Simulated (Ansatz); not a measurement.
# TaSi2As4 monolayer in a perpendicular field, part 2 of 2

Aim: how the TaSi2As4 monolayer screens a field along its normal, and what the field does to its bands. A positive field points along +c.

Ansatz 0.2.0; plane-wave DFT, PBE-D3(BJ), Ansatz PAW.

So far. Step 2 (Relaxing the slab): The lattice constant a goes from 3.630 to 3.634 Å.

## Step 3: Single point, field 0

A sawtooth potential applies the field, turning back in the middle of the vacuum. With the dipole correction the typed value is the field outside the slab. The induced dipole is small, so the SCF threshold is tight.

The cell differs from the one that the last finished run ended in (c 49.788 → 27.957 Å).

Input file input.yaml:

```yaml
crystal:
  lattice:
    - [3.6338274869, 0.0, 0.0]
    - [-1.8169137435, 3.1469869167, 0.0]
    - [0.0, 0.0, 27.9570935949]
  atoms:
    - { symbol: As, position: [0.0, 0.0, 0.3219218754] }
    - { symbol: Si, position: [0.3333333333, 0.6666666667, 0.3612359344] }
    - { symbol: As, position: [0.3333333333, 0.6666666667, 0.4450837888] }
    - { symbol: Ta, position: [0.0, 0.0, 0.5] }
    - { symbol: As, position: [0.3333333333, 0.6666666667, 0.5549162112] }
    - { symbol: Si, position: [0.3333333333, 0.6666666667, 0.6387640656] }
    - { symbol: As, position: [0.0, 0.0, 0.6780781246] }
kpoints:
  mp_grid: { grid: [18, 18, 1] }
  band_path:
    path: [[0, 0, 0], [0.5, 0, 0], [0.33333333, 0.33333333, 0], [0, 0, 0]]
    npoints: 16
hamiltonian:
  xc: pbe
  dispersion: d3bj
scf:
  occupations: { method: fermi_dirac, width: 0.02585 }
  convergence: { dr2_threshold: 1.0e-10 }
efield:
  axis: 3
  dipole_correction: true
  ramp_position: 0.97
  ramp_width: 0.06
  amplitude: 0
output:
  dos: { projected: true, e_range: [-6, 5] }
  write_potential: true
  write_density: true
  volumetric_format: npy
  elf: true
```

The run is started by

```
$ ansatz run input.yaml --threads 4 --pin off --max-ram 6144MiB --backend cpu --events-out ev --progress --plain --runs-dir out
```

Numbers of over 12 decimals in the logs are rounded to 6 here.

Output:

```text
[...]
Crystal: 7 atoms, lattice volume = 319.706 Å³
Basis set: ecut = 420 eV, 6189 PW (Γ)
Bands: 49, of which v1, the nominal top of the filled ones, is band 41 counted from 1 (40 counted from 0)
Symmetry: 6 space group operations
k-points: 37 of 324 (time reversal used)
[...]
SCF iter   1: F=—  HF=-30631.772480 eV  |F-HF|=—  |Δ(HF+E_count)|=         —  Δρ=3.16e-3  dr2=5.54e-2  ethr=1.77e-3  p=0.000 e·Å  D=1.71e-13 V/Å  ΔV_dip=-0.00 eV  dr2_dipole=7.72e-9  V_vac-E_F(+/−)=4.93/4.93 eV  ⟨swp⟩=9.2  Hψ=7798  notcnv=0  defer=1
efield: sawtooth ramp at fractional position 0.9700 (set: `efield.ramp_position`, or a place that a band, a saddle search or an elastic batch's reference lends), width 0.0600; the density the first Hamiltonian is built on has a dipole p = 0.000 e·Å; the dipole correction subtracts the counter field D = 1.71e-13 V/Å, which shifts the + side's vacuum level by -0.00 eV against the − side's; the planar-averaged density in the ramp window peaks in size at 7.3e-6 e/Å³
[...]
SCF iter   2: F=—  HF=-30631.774642 eV  |F-HF|=—  |Δ(HF+E_count)|=   2.16e-3  Δρ=1.30e-3  dr2=2.07e-2  ethr=6.84e-5  p=-0.000 e·Å  D=-1.19e-5 V/Å  ΔV_dip=0.00 eV  dr2_dipole=7.22e-10  V_vac-E_F(+/−)=4.92/4.92 eV  ⟨swp⟩=3.4  Hψ=3098  notcnv=0  defer=92
[...]
SCF iter  10: F=-30631.771540 eV  HF=-30631.771540 eV  |F-HF|=7.28e-11  |Δ(HF+E_count)|=   1.55e-9  Δρ=1.13e-7  dr2=7.85e-11  ethr=1.00e-12  p=-0.000 e·Å  D=-1.34e-7 V/Å  ΔV_dip=0.00 eV  dr2_dipole=1.13e-12  V_vac-E_F(+/−)=4.91/4.91 eV  ⟨swp⟩=10.9  Hψ=5516  notcnv=0
SCF 1 converged in 10 iterations: F = -30631.771540 eV  dr2 = 7.85e-11
[...]
NSCF: frozen V_eff on 49 k-points
efield: sawtooth ramp at fractional position 0.9700 (kept from the solve that this one continues, or follows in the run), width 0.0600; the density the first Hamiltonian is built on has a dipole p = -0.000 e·Å; the dipole correction subtracts the counter field D = -1.34e-7 V/Å, which shifts the + side's vacuum level by +0.00 eV against the − side's; the planar-averaged density in the ramp window peaks in size at 1.7e-6 e/Å³
WARN: The output density's exchange-correlation potential varies sharply where the density is thin. Do not read a vacuum level from v_tot or v_xc, or from such a field of the output density. On a cell that repeats whose density bears no net charge and no dipole along the vacuum's axis use v_es (v_loc + v_h of the components); under efield.dipole_correction with no amplitude use v_es + v_field, which holds any externa [...]
SCF converged after 10 iterations
Free energy (F): -30631.771540 eV
[...]
Internal energy: -30631.765780 eV  (E = F + TS)
E sigma→0 (E₀):  -30631.768660 eV
Entropy (-TS):   -0.005761 eV (-0.823 meV/atom)
Fermi energy:    1.818643 eV
Dipole field:    D = 0.000001 V/Å  (p = 0.000002 e·Å, saw-weighted, corrected)
Work function:   Φ+ = 4.9137 eV   Φ− = 4.9137 eV
Levels:          The Fermi level and band energies are counted from a zero that moves with the ramp; work functions are not
[...]
--- Band table (eV; the first three rows and the last of 37) ---
  k-point 0: bands = [... 37 lower, 1.1341, 1.5589, 1.5589, 2.1495, 4.1420, 4.2328, 4.7507, 4.7507, ... 4 higher]
  k-point 1: bands = [... 37 lower, 1.0506, 1.4712, 1.4932, 2.1771, 4.4033, 4.4424, 4.7257, 4.8133, ... 4 higher]
  k-point 2: bands = [... 37 lower, 0.8457, 1.2805, 1.3176, 2.1573, 4.2565, 4.2732, 5.0334, 5.1059, ... 4 higher]
  k-point 36: bands = [... 37 lower, -0.7781, 0.1760, 0.9945, 2.5619, 3.3792, 3.5136, 3.7992, 4.5315, ... 4 higher]
```

Wall time 18 s (4 threads of Intel Xeon Platinum 8375C at 2.90GHz (Ice Lake), shared host); peak memory 1.1 GiB.

Reading the cycles: dr2 is the Hartree energy of the density residual (eV), the measure of convergence; HF is the Harris–Foulkes estimate of the energy, which meets the free energy F at convergence.

Numbers from this step:

- energy at zero smearing: -30631.7687 eV
- work function, upper face: 4.914 eV
- dipole along the normal: 1.76e-6 e·Å

Running mean over a fixed 2.8 Å (it still follows the layers) of the planar mean; the ramp of the sawtooth is left out. Electron's electrostatic potential energy less the Fermi level against z:

| z (Å) | electron's electrostatic potential energy less the Fermi level (eV) |
| --- | --- |
| 3.5 | 4.91 |
| 4.0 | 4.91 |
| 4.5 | 4.91 |
| 5.0 | 4.91 |
| 5.5 | 4.90 |
| 6.0 | 4.86 |
| 6.5 | 4.67 |
| 7.0 | 3.96 |
| 7.5 | 2.70 |
| 8.0 | 1.15 |
| 8.5 | -1.31 |
| 9.0 | -3.77 |
| 9.5 | -4.96 |
| 10.0 | -4.55 |
| 10.5 | -4.07 |
| 11.0 | -3.20 |
| 11.5 | -1.78 |
| 12.0 | -1.50 |
| 12.5 | -3.26 |
| 13.0 | -5.73 |
| 13.5 | -6.85 |
| 14.0 | -7.22 |
| 14.5 | -6.79 |
| 15.0 | -5.59 |
| 15.5 | -3.04 |
| 16.0 | -1.44 |
| 16.5 | -1.88 |
| 17.0 | -3.33 |
| 17.5 | -4.10 |
| 18.0 | -4.61 |
| 18.5 | -4.95 |
| 19.0 | -3.58 |
| 19.5 | -1.08 |
| 20.0 | 1.31 |
| 20.5 | 2.81 |
| 21.0 | 4.05 |
| 21.5 | 4.70 |
| 22.0 | 4.86 |
| 22.5 | 4.90 |
| 23.0 | 4.91 |
| 23.5 | 4.91 |
| 24.0 | 4.91 |
| 24.5 | 4.91 |

The density of states has structure finer than the step of the table below, so its rows give means over 0.25 eV, whole bins alone (the curve runs from -6 to 1.99 eV). Peaks (eV: height): -4.680: 7.59, -4.100: 12.3, -3.160: 7.57, -2.500: 7.87, -1.670: 14.7, -1.420: 9.16, -1.180: 10.1.

The density of states by energy, zero at the Fermi level; means over each step:

energy (eV), density of states (states/eV a cell) and a bar:
```
    -5.75        0.5 ##
    -5.50        0.7 ###
    -5.25        1.2 #####
    -5.00        1.0 ####
    -4.75        4.6 ###################
    -4.50        3.9 ################
    -4.25        3.1 #############
    -4.00        5.8 #######################
    -3.75        2.4 ##########
    -3.50        3.8 ###############
    -3.25        3.7 ###############
    -3.00        3.5 ##############
    -2.75        4.2 #################
    -2.50        5.5 ######################
    -2.25        5.4 ######################
    -2.00        6.1 #########################
    -1.75        5.4 ######################
    -1.50        5.9 ########################
    -1.25        7.4 ##############################
    -1.00        5.0 ####################
    -0.75        2.5 ##########
    -0.50        1.2 #####
    -0.25        2.3 #########
     0.00        3.0 ############
     0.25        1.9 ########
     0.50        0.6 ##
     0.75        0.1 #
     1.00        0.0 
     1.25        0.0 
     1.50        2.6 ###########
     1.75        3.4 ##############
```

Projected DOS per atom over height of the atomic layer and energy from the Fermi level. Layers: As Si As Ta As Si As from below.

Ten even steps from '0' (0.00 states/eV) to '9' (1.89 states/eV), each cell a mean:
```
2203022
1102011
0000000
0000000
0004000
0009000
0014100
1023201
4177714
6156516
4234324
6233326
5343435
2222222
3222223
2122212
2343432
1132311
3343433
0000000
1100011
0000000
```
Columns: height of the atomic layer (Å) from 9 to 19.0 (not evenly spaced); rows upwards: energy from the Fermi level (eV) from -5.96 to 1.96.

The electronic bands at the labelled points (eV, zero at the Fermi level):

| point | band 37 | band 38 | band 39 | band 40 | band 41 | band 42 | band 43 | band 44 |
| --- | --- | --- | --- | --- | --- | --- | --- | --- |
| Γ | -0.68 | -0.68 | -0.26 | -0.26 | 0.33 | 2.32 | 2.41 | 2.93 |
| halfway | -1.75 | -1.22 | -1.12 | -1.03 | -0.09 | 1.79 | 1.92 | 2.58 |
| M | -1.94 | -1.72 | -1.70 | -0.66 | -0.30 | 1.46 | 1.50 | 1.98 |
| halfway | -2.23 | -1.98 | -1.62 | -1.10 | 0.15 | 1.70 | 2.37 | 2.37 |
| K | -2.99 | -2.60 | -1.64 | -0.82 | 0.74 | 1.56 | 1.70 | 1.98 |
| halfway | -2.01 | -1.41 | -1.21 | -1.08 | -0.06 | 2.23 | 2.60 | 2.82 |
| Γ | -0.68 | -0.68 | -0.26 | -0.26 | 0.33 | 2.32 | 2.41 | 2.93 |

Electrostatic potential energy in the ca plane at fractional y = 0.667, with atoms of Si and As within 0.2 Å of it. With pseudopotentials it is smooth inside the atoms' cores, unlike the true potential.

Ten even steps from '0' (-46 eV) to '9' (7 eV), each cell a mean:
```
99999999988889999999998777899999999988889999
99999999987889999999998767899999999987789999
99999999988888999999998878899999999888889999
99999999999876688987678888876789886678999999
99999999998731158767867898668767841137899999
99999999998500027669986898689967720005899999
99999999998610037769976898679867720016899999
99999999999753468866667888766668864358999999
99999999998888889988888888888899988888899999
```
Columns run along c (16.0 Å, from fractional 0.19 to 0.76 of the cell; values clipped at the 3rd and 97th percentile), rows up along a (3.6 Å). Atoms in or near the plane, at fractional coordinates: Si at (0.36, 0.33), As at (0.45, 0.33), As at (0.55, 0.33), Si at (0.64, 0.33).

Valence density in the ca plane at fractional y = 0.667, with atoms of Si and As within 0.2 Å of it. It is the smooth field of the valence electrons, not physical close to the nuclei.

Ten steps, logarithmic in the rise over the least value, from '0' (0 e/Å³) to '9' (24 e/Å³), each cell a mean:
```
00000000111111000000111121111000000111110000
00000000111111000000011121110000000111111000
00000000011111100001111111111100001111110000
00000000001122111112322111223211111221100000
00000000001121122236752111257632221121100000
00000000001110122259973111379852221011100000
00000000001111122248963111369842221111100000
00000000001122111124432111235421111221100000
00000000011121110111221111122111011121110000
```
Columns run along c (16.0 Å, from fractional 0.19 to 0.76 of the cell), rows up along a (3.6 Å). Atoms in or near the plane, at fractional coordinates: Si at (0.36, 0.33), As at (0.45, 0.33), As at (0.55, 0.33), Si at (0.64, 0.33).

ELF in the ca plane at fractional y = 0.667, with atoms of Si and As within 0.2 Å of it. It is the smooth field of the valence electrons, not physical close to the nuclei.

Values, 5 rows by 16 columns, each cell a mean:
```
0.00 0.00 0.00 0.00 0.01 0.15 0.59 0.59 0.51 0.16 0.17 0.29 0.17 0.22 0.27 0.09
0.00 0.00 0.00 0.00 0.00 0.08 0.42 0.57 0.67 0.35 0.40 0.56 0.21 0.43 0.52 0.28
0.00 0.00 0.00 0.00 0.00 0.01 0.07 0.35 0.53 0.64 0.58 0.51 0.35 0.54 0.47 0.73
0.00 0.00 0.00 0.00 0.00 0.00 0.03 0.28 0.39 0.67 0.54 0.37 0.34 0.46 0.34 0.79
0.00 0.00 0.00 0.00 0.00 0.04 0.25 0.51 0.72 0.51 0.55 0.66 0.29 0.56 0.61 0.49
```
Columns run along c (16.0 Å, from fractional 0.06 to 0.63 of the cell), rows up along a (3.6 Å). Atoms in or near the plane, at fractional coordinates: Si at (0.36, 0.33), As at (0.45, 0.33), As at (0.55, 0.33).

The work function of the upper face is 4.91 eV.

## Step 4: Single point, field 0.1 V/Å

input.yaml: that of step 3 with these lines changed.

```diff
@@ -29,5 +29,4 @@
   ramp_width: 0.06
-  amplitude: 0
+  amplitude: 0.1
 output:
-  dos: { projected: true, e_range: [-6, 5] }
   write_potential: true
@@ -35,2 +34 @@
   volumetric_format: npy
-  elf: true
```

Output:

```text
[...]
Crystal: 7 atoms, lattice volume = 319.706 Å³
Basis set: ecut = 420 eV, 6189 PW (Γ)
Bands: 49, of which v1, the nominal top of the filled ones, is band 41 counted from 1 (40 counted from 0)
Symmetry: 6 space group operations
k-points: 37 of 324 (time reversal used)
[...]
k-point 0: bands = [... 37 lower, 1.1352, 1.5587, 1.5587, 2.1492, 4.1362, 4.2375, 4.7486, 4.7486, ... 4 higher]
  k-point 1: bands = [... 37 lower, 1.0517, 1.4708, 1.4930, 2.1768, 4.3929, 4.4514, 4.7222, 4.8154, ... 4 higher]
  k-point 2: bands = [... 37 lower, 0.8466, 1.2801, 1.3173, 2.1569, 4.2427, 4.2855, 5.0314, 5.1068, ... 4 higher]
  k-point 36: bands = [... 37 lower, -0.7788, 0.1754, 0.9946, 2.5614, 3.3786, 3.5132, 3.7984, 4.5311, ... 4 higher]
[key lines of the parts left out:]
SCF converged after 13 iterations
Free energy (F): -30631.775356 eV
Fermi energy:    1.818252 eV
Dipole field:    D = 0.043198 V/Å  (p = 0.076323 e·Å, saw-weighted, corrected)
```

It took 21 s on 4 threads; peak memory 1.1 GiB; 81 s of CPU time.

The dipole is 0.0763 e·Å.

## Step 5: Atoms held, field -0.1 V/Å

input.yaml: that of step 4 with these lines changed.

```diff
@@ -29,3 +29,3 @@
   ramp_width: 0.06
-  amplitude: 0.1
+  amplitude: -0.1
 output:
```

Output:

```text
[...]
Crystal: 7 atoms, lattice volume = 319.706 Å³
Basis set: ecut = 420 eV, 6189 PW (Γ)
Bands: 49, of which v1, the nominal top of the filled ones, is band 41 counted from 1 (40 counted from 0)
Symmetry: 6 space group operations
k-points: 37 of 324 (time reversal used)
[...]
k-point 0: bands = [... 37 lower, 1.1352, 1.5587, 1.5587, 2.1492, 4.1362, 4.2375, 4.7486, 4.7486, ... 4 higher]
  k-point 1: bands = [... 37 lower, 1.0517, 1.4708, 1.4930, 2.1768, 4.3929, 4.4514, 4.7222, 4.8154, ... 4 higher]
  k-point 2: bands = [... 37 lower, 0.8466, 1.2801, 1.3173, 2.1569, 4.2427, 4.2855, 5.0314, 5.1068, ... 4 higher]
  k-point 36: bands = [... 37 lower, -0.7788, 0.1754, 0.9946, 2.5614, 3.3786, 3.5132, 3.7984, 4.5311, ... 4 higher]
[key lines of the parts left out:]
SCF converged after 13 iterations
Free energy (F): -30631.775356 eV
Fermi energy:    1.818252 eV
Dipole field:    D = -0.043198 V/Å  (p = -0.076323 e·Å, saw-weighted, corrected)
```

It took 22 s on 4 threads; peak memory 1.1 GiB.

The dipole is -0.0763 e·Å.

## Step 6: Response, atoms held

This step: plane-wave DFT, PBE-D3(BJ), Ansatz PAW; response to a field along the normal, atoms held (Ansatz 0.2.0).

The dipoles give the slope, and the difference of two potentials shows where the field is screened.

Numbers from this step:

```yaml
equivalent_conductor_thickness_p_eps_0ae: 12.08 Å
distance_between_the_outer_atoms: 9.957 Å
```

The dipole of the cell by applied field:

| applied field (V/Å) | dipole of the cell (e·Å) |
| --- | --- |
| -0.1000 | -0.0763 |
| 0.0000 | 1.8e-6 |
| 0.1000 | 0.0763 |

Local field over the applied field, running mean. From the potentials at -0.1 and 0.1 V/Å; running mean over 2.5 Å. The local field over applied field by z:

| z (Å) | local field over applied field |
| --- | --- |
| 4.5 | 0.998 |
| 5.0 | 0.994 |
| 5.5 | 0.983 |
| 6.0 | 0.954 |
| 6.5 | 0.887 |
| 7.0 | 0.762 |
| 7.5 | 0.594 |
| 8.0 | 0.415 |
| 8.5 | 0.243 |
| 9.0 | 0.111 |
| 9.5 | 0.0573 |
| 10.0 | 0.0519 |
| 10.5 | 0.0555 |
| 11.0 | 0.0675 |
| 11.5 | 0.0700 |
| 12.0 | 0.0468 |
| 12.5 | 0.0305 |
| 13.0 | 0.0298 |
| 13.5 | 0.0239 |
| 14.0 | 0.0183 |
| 14.5 | 0.0247 |
| 15.0 | 0.0299 |
| 15.5 | 0.0311 |
| 16.0 | 0.0490 |
| 16.5 | 0.0707 |
| 17.0 | 0.0664 |
| 17.5 | 0.0549 |
| 18.0 | 0.0518 |
| 18.5 | 0.0589 |
| 19.0 | 0.120 |
| 19.5 | 0.257 |
| 20.0 | 0.430 |
| 20.5 | 0.609 |
| 21.0 | 0.775 |
| 21.5 | 0.895 |
| 22.0 | 0.957 |
| 22.5 | 0.984 |
| 23.0 | 0.995 |
| 23.5 | 0.998 |

Electrons, planar mean, per unit field. The induced electron density by z:

| z (Å) | induced electron density (e/Å³ per V/Å) |
| --- | --- |
| 4.5 | 8.3e-6 |
| 5.0 | 2.6e-5 |
| 5.5 | 7.9e-5 |
| 6.0 | 2.2e-4 |
| 6.5 | 5.9e-4 |
| 7.0 | 0.00142 |
| 7.5 | 0.00283 |
| 8.0 | 0.00356 |
| 8.5 | 0.00146 |
| 9.0 | 6.3e-4 |
| 9.5 | 6.4e-4 |
| 10.0 | -0.00102 |
| 10.5 | -8.8e-4 |
| 11.0 | 5.7e-4 |
| 11.5 | 3.0e-4 |
| 12.0 | 1.5e-4 |
| 12.5 | 5.5e-4 |
| 13.0 | -1.5e-7 |
| 13.5 | -7.9e-4 |
| 14.0 | 4.3e-5 |
| 14.5 | 7.9e-4 |
| 15.0 | -1.1e-4 |
| 15.5 | -5.7e-4 |
| 16.0 | -7.8e-5 |
| 16.5 | -3.6e-4 |
| 17.0 | -5.2e-4 |
| 17.5 | 0.00102 |
| 18.0 | 8.5e-4 |
| 18.5 | -6.9e-4 |
| 19.0 | -6.6e-4 |
| 19.5 | -0.00165 |
| 20.0 | -0.00357 |
| 20.5 | -0.00270 |
| 21.0 | -0.00132 |
| 21.5 | -5.5e-4 |
| 22.0 | -2.0e-4 |
| 22.5 | -7.2e-5 |
| 23.0 | -2.4e-5 |
| 23.5 | -7.6e-6 |

By hand: between -0.1 and 0.1 V/Å the dipole changes by 0.1526 e·Å, a slope of 0.7632 e·Å²/V. A perfect conductor of thickness t has p = ε₀AEt, so t = 180.95 × 0.7632 / 11.436 = 12.08 Å (e/ε₀ = 180.95 V·Å, A in Å²).

The induced dipole is that of a conductor 12.08 Å thick.

## Step 7: What came out

* gap without field: none
* work function, upper face: 4.91 eV
* equivalent conductor thickness, atoms held: 12.1 Å

The induced dipole equals that of a perfect conductor 12.08 Å thick, while the outer atoms lie 9.96 Å apart. There is no gap over 0.03 eV, with or without the field. The first relaxation ran with spin and lost its moment, and the later runs have none; other magnetic states were not tried. Spin-orbit coupling is left out, which matters for the bands of elements this heavy. The outer anions sit over the metal atoms, one of several polytypes of such layers and not the lowest for every compound.

[Logs are printed without paths, hosts, clocks, repeated set-up lines and the standing remarks that a program may print on its own settings, such as how far it seeks lower states.]

[Hosts, paths, dates, database ids (printed as entryN), source tags and the programs' standing remarks are cut or masked in the printed files.]

[Maps of the electrostatic potential energy from Ansatz leave out the sawtooth potential of an applied field or a dipole correction, so their vacuum need not be flat; planar profiles and work functions include it.]

[The density of states shown here was stored with 400 of the rows of the run's finer table, so its peaks can read low, often by over a quarter, or be missed, and its means over a window can be off by a tenth or more.]
